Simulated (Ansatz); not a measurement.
## KNbO₃, space group P4mm: a scan of one input key, step by step

Program: the Ansatz DFT code, driven from Python.

`knbo3.xyz`
```text
5
Lattice="3.996 0.0 0.0 0.0 3.996 0.0 0.0 0.0 4.063" Properties=species:S:1:pos:R:3 pbc="T T T"
K     0.00000000    0.00000000    0.07313400
Nb    1.99800000    1.99800000    2.03150000
O     1.99800000    1.99800000    0.17877200
O     1.99800000    0.00000000    2.19402000
O     0.00000000    1.99800000    2.19402000
```

Run as a notebook:

In [1]:
```python
import ansatz
import pandas as pd
```

In [2]:
```python
knbo3 = ansatz.Crystal.from_extxyz("knbo3.xyz")
```

In [3]:
```python
len(knbo3.resolved().sites)
```
Out [3]:
```text
5
```

In [4]:
```python
base = (
    knbo3.calculation()
    .kpoints(5)
    .occupations("fermi_dirac")
    .band_table()
)
typed = base.input()
rows = []
for value in [4, 6, 9]:
    edited = typed.set(ansatz.key.basis.ecutrho_ratio, value)
    data = ansatz.Session.from_dict(edited).plan().execute().report
    rows.append((value, data["free_energy_ev"], data["n_iterations"], len(data["eigenvalues_ev"][0]) if "eigenvalues_ev" in data else 0))
print(pd.DataFrame(rows, columns=["density ratio", "F eV", "iterations", "bands listed"]).round(4).to_string(index=False))
```
```text
DeckWarning: basis.ecutwfc = 420 eV, auto-derived from the records' recommended cutoffs: set by K (normal level)
 density ratio       F eV  iterations  bands listed
             4 -7797.5577           6            25
             6 -7797.5581           6            25
             9 -7797.5582           6            25
```

Absolute energies stand on the zero of these potentials, so only differences at equal settings mean something. A total without «per atom» is that of the cell as typed. The run is spin-unpolarised. No functional is typed, so the default, PBE, holds. The starting cell is as deposited in a crystallographic database; the results hold for this polymorph, which needn't be the stable one. Warnings are shown shortened and without file and line. Wall time of the script: 7 s on 1 thread of Arm Neoverse V2, on a shared host, peak memory 0.48 GiB.

(Lines on the test bed's own set-up are left out of the output.)
